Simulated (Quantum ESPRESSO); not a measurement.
## Bi under changes of volume

One of the cells (35.070 Å³/atom); the others are scaled copies at fixed shape and fractional positions:

```
CELL_PARAMETERS angstrom
2.26750 1.30914 3.93800
-2.26750 1.30914 3.93800
0.00000 -2.61828 3.93800
ATOMIC_POSITIONS crystal
Bi 0.76600 0.76600 0.76600
Bi 0.23400 0.23400 0.23400
```

- Program: Quantum ESPRESSO 7.5
- Functional: LDA
- Potentials or basis: PseudoDojo 0.4.1 SR LDA standard
- Cutoff: 952 eV
- Density cutoff: 3810 eV
- k mesh: 7 × 7 × 7
- Occupations: fermi-dirac, width 0.05 eV
- Spin: no spin polarisation

| volume (Å³/atom) | energy over the lowest point (meV/atom) | pressure (GPa) | gap on the mesh (eV) | largest force (eV/Å) |
| --- | --- | --- | --- | --- |
| 32.965 | 4.88 | 1.7 | 0.30 | 0.358 |
| 33.667 | 0.00 | 0.5 | 0.29 | 0.252 |
| 34.368 | ? | ? | ? | ? |
| 35.070 | 4.95 | -1.6 | 0.27 | 0.060 |
| 35.771 | 13.70 | -2.4 | 0.26 | 0.026 |
| 36.472 | 26.04 | -3.2 | 0.25 | 0.107 |
| 37.174 | 41.56 | -3.9 | 0.24 | 0.182 |

Task: What does the run at 34.368 Å³/atom give?

Result: Energy over the lowest point 0.21 meV/atom; pressure -0.6 GPa; gap on the mesh 0.28 eV; largest force 0.153 eV/Å.

Worked out: A Birch-Murnaghan fit of order 3 (a polynomial in V^(-2/3)) to the other rows has its minimum at 33.98 Å³/atom with B0 = V·E''(V) = 53 GPa and B' = 4.7 at fixed shape and positions, which overstates the stiffness. It gives 0.21 meV/atom at 34.368 Å³/atom, against the run's 0.21, and -dE/dV = -0.6 GPa, against -0.6. A straight line through the other rows of the gap, of slope -0.499 eV per unit of ln V, gives 0.28 eV, against the run's 0.28.

Energies are extrapolated to zero smearing.

Caveats: spin-orbit coupling is left out, which as a rule narrows the gap of such compounds by several tenths of an eV; an odd mesh through Γ misses points on the zone boundary, where band edges often lie.
